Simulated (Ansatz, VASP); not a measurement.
# Sb in VASP and in Ansatz

INCAR

```
PREC = Accurate ; ENCUT = 520
EDIFF = 1E-6 ; ISMEAR = -1
SIGMA = 0.05 ; LREAL = F
LASPH = T ; NELM = 60
ALGO = Normal ; ISIF = 2
LWAVE = F ; LCHARG = F
GGA = PS ; IVDW = 13
NBANDS = 8
```

Contents of KPOINTS:

```
regular mesh
0
Gamma
  14 14 14
```

Contents of POSCAR:

```
Sb
1.0
    2.4619456936      0.0000000000      0.0000000000
    0.0000000000      2.4619456936      0.0000000000
    0.0000000000      0.0000000000      2.4619456936
Sb
1
Direct
    0.0000000000      0.0000000000      0.0000000000
```

Input for Ansatz:

```yaml
crystal:
  lattice:
    - [2.4619456936, 0.0, 0.0]
    - [0.0, 2.4619456936, 0.0]
    - [0.0, 0.0, 2.4619456936]
  atoms:
    - { symbol: Sb, position: [0.0, 0.0, 0.0] }
kpoints:
  mp_grid: { grid: [14, 14, 14] }
scf:
  occupations: { method: fermi_dirac, width: 0.05 }
hamiltonian:
  xc: pbesol
  pseudopotentials: { kind: paw }
  dispersion: d4
output:
  forces: true
  stress: true
  eigenvalues: true
  populations: true
  write_density: true
  write_potential: true
  elf: true
  volumetric_format: npy
```

This isn't the form of Sb at room conditions, which is rhombohedral.

Alike in both runs: task single point; functional PBEsol; dispersion D4; k mesh 14 × 14 × 14; occupations fermi-dirac, width 0.05 eV; no spin polarisation.

|  | VASP | Ansatz |
| --- | --- | --- |
| version | VASP 6.6.1 | Ansatz 0.2.0 |
| potentials or method | VASP PAW PBE potentials, release 64 (Sb) | PAW with Ansatz's default frozen-core files, scalar-relativistic |
| plane-wave cutoff (eV) | 520 | 420 |
| valence electrons in the cell | 5 | 15 |

```tsv
	VASP	Ansatz	Ansatz less VASP
gap on the k mesh at the Fermi level (eV)	none	none	-
dispersion energy (meV/atom)	-565.5	-565.3	+0.22
```

A gap of «none» marks a metal or a gap that the smearing closes. The two sets of potentials don't hold the same shells in valence.

 The runs have no spin-orbit coupling, so splittings on Sb are missing.
